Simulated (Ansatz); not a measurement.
The system is KBr.

```xyz
2
Lattice="0.0000 3.3000 3.3000 3.3000 0.0000 3.3000 3.3000 3.3000 0.0000" Properties=species:S:1:pos:R:3 pbc="T T T"
Br    3.3000    3.3000    3.3000
K     0.0000    0.0000    0.0000
```

Base run:

* Program: Ansatz 0.2.0
* Functional: RPBE
* Potentials or basis: Ansatz PAW
* Cutoff: 420 eV (not typed: the program's choice for these potentials)
* k mesh: 7 × 7 × 7
* Occupations: fermi-dirac, width 0.05 eV
* Spin: no spin polarisation

Its results: band gap on the k mesh 4.77 eV, direct; pressure 2.1 GPa.

Question: After a change of settings the same cell gave: band gap on the k mesh 5.08 eV, direct; pressure 0.1 GPa. Which change was it?
A. functional from RPBE to revPBE
B. functional from RPBE to r2SCAN; cutoff from 420 eV (not typed: the program's choice for these potentials) to 500 eV (not typed: the program's choice for these potentials)
C. functional from RPBE to BLYP

Answer: B.

r2SCAN gives the wider gap, since meta-GGAs in the generalised Kohn-Sham scheme recover part of the derivative discontinuity.

Caveats: the PAW data sets come from PBE, with cores solved anew for the run's functional, which leaves a small shift of forces and pressure.

Runs at the PBE level aren't shown here.
